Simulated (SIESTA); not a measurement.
The system is HfO2.

```
Hf O
1.0
     5.21946    0.00000    0.00000
     0.00000    5.00476    0.00000
     0.00000    0.00000    5.03269
Hf O
4 8
Cartesian
  5.0472 3.6661 3.7314
  2.7820 3.6661 1.2151
  2.4375 1.3387 3.7314
  0.1723 1.3387 1.2151
  3.2994 4.6477 4.4251
  4.5298 4.6477 1.9087
  1.2211 2.7020 2.4776
  1.3886 2.7020 4.9939
  3.9984 2.3028 4.9939
  3.8308 2.3028 2.4776
  0.6896 0.3571 4.4251
  1.9201 0.3571 1.9087
```

Measurements of this composition are mostly on another form, of space group No. 14.

Base run:

* Program: SIESTA 5.4.2
* Functional: PBE
* Potentials or basis: PseudoDojo 0.4 standard (PBE files)
* Basis: SZ (energy shift 0.002 Ry)
* Grid cutoff: 800 Ry
* Energy shift: 0.002 Ry
* k mesh: 5 × 6 × 5
* Occupations: fermi-dirac, width 0.05 eV
* Spin: no spin polarisation

Its results: band gap on the k mesh 3.55 eV, indirect (least direct gap 3.73 eV); pressure 7.6 GPa; largest force 0.391 eV/Å.

Question: After a change of settings the same cell gave: band gap on the k mesh 4.29 eV, indirect (least direct gap 4.46 eV); pressure 8.8 GPa; largest force 0.146 eV/Å. Which change was it?
A. functional from PBE to RPBE; basis from SZ (energy shift 0.002 Ry) to DZP (energy shift 0.002 Ry)
B. basis from SZ (energy shift 0.002 Ry) to TZP (energy shift 0.01 Ry); energy shift from 0.002 Ry to 0.01 Ry
C. functional from PBE to vdW-DF-cx; basis from SZ (energy shift 0.002 Ry) to DZP (energy shift 0.002 Ry)
D. basis from SZ (energy shift 0.002 Ry) to DZP (energy shift 0.003 Ry; two zetas on semicore shells); energy shift from 0.002 Ry to 0.003 Ry

Answer: B.

Caveats: spin-orbit coupling is left out, which moves the levels of the heavy elements; the basis of atomic orbitals isn't converged, which shifts pressures, moduli and gaps; the basis has no polarisation orbitals (some runs); short orbitals over semicore shells can move pressures by several GPa (some runs); the real-space grid breaks translation symmetry, so forces needn't sum to zero (some runs); semicore shells carry a single zeta, which can move pressures by several GPa and volumes by a few percent (some runs).

Not every run made on this cell is shown here.
